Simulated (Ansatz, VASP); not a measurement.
As: VASP beside Ansatz

File INCAR:

```
SYSTEM = As
PREC = Accurate ; ENCUT = 520
EDIFF = 1E-8 ; ISMEAR = -1
SIGMA = 0.05 ; LREAL = .FALSE.
LASPH = .TRUE. ; NELM = 60
ALGO = Normal ; ISIF = 2
LWAVE = .FALSE. ; LCHARG = .FALSE.
GGA = PE ; LEFG = .TRUE.
NBANDS = 8
```

File KPOINTS:

```
Automatic mesh
0
G
  16 16 16
  0 0 0
```

The input POSCAR:

```
As
1.0
   -1.6671432180      1.6671432180      1.6839830485
    1.6671432180     -1.6671432180      1.6839830485
    1.6671432180      1.6671432180     -1.6839830485
As
1
Direct
    0.0000000000      0.0000000000      0.0000000000
```

Input for Ansatz:

```yaml
crystal:
  lattice:
    - [-1.667143218, 1.667143218, 1.6839830485]
    - [1.667143218, -1.667143218, 1.6839830485]
    - [1.667143218, 1.667143218, -1.6839830485]
  atoms:
    - { symbol: As, position: [0.0, 0.0, 0.0] }
kpoints:
  mp_grid: { grid: [16, 16, 16] }
scf:
  occupations: { method: fermi_dirac, width: 0.05 }
hamiltonian:
  xc: pbe
  pseudopotentials: { kind: paw }
output:
  forces: true
  stress: true
  eigenvalues: true
  efg: { contact_densities: true }
```

Change from the starting cell: x and y stretched by -1 %, z held, PAW files.

Alike in both runs: task electric field gradients; functional PBE; k mesh 16 × 16 × 16; occupations fermi-dirac, width 0.05 eV; no spin polarisation.

|  | VASP | Ansatz |
| --- | --- | --- |
| version | VASP 6.6.1 | Ansatz 0.2.0 |
| potentials or method | VASP PAW PBE potentials, release 64 (As) | PAW with Ansatz's default frozen-core files, scalar-relativistic |
| plane-wave cutoff (eV) | 520 | 420 |
| valence electrons in the cell | 5 | 15 |

|  | VASP | Ansatz | Ansatz less VASP |
| --- | --- | --- | --- |
| pressure (GPa) | 1.7 | 1.6 | -0.09 |
| largest component of the traceless stress (GPa) | 0.38 | 0.38 | 0.000 |
| Vzz of the field gradient on the site that differs most (V/Å²) | 0.9 | 0.9 | -0.01 |

With one functional, cell and mesh, what is left measures potentials, basis and numerics. The two sets of potentials don't hold the same shells in valence.
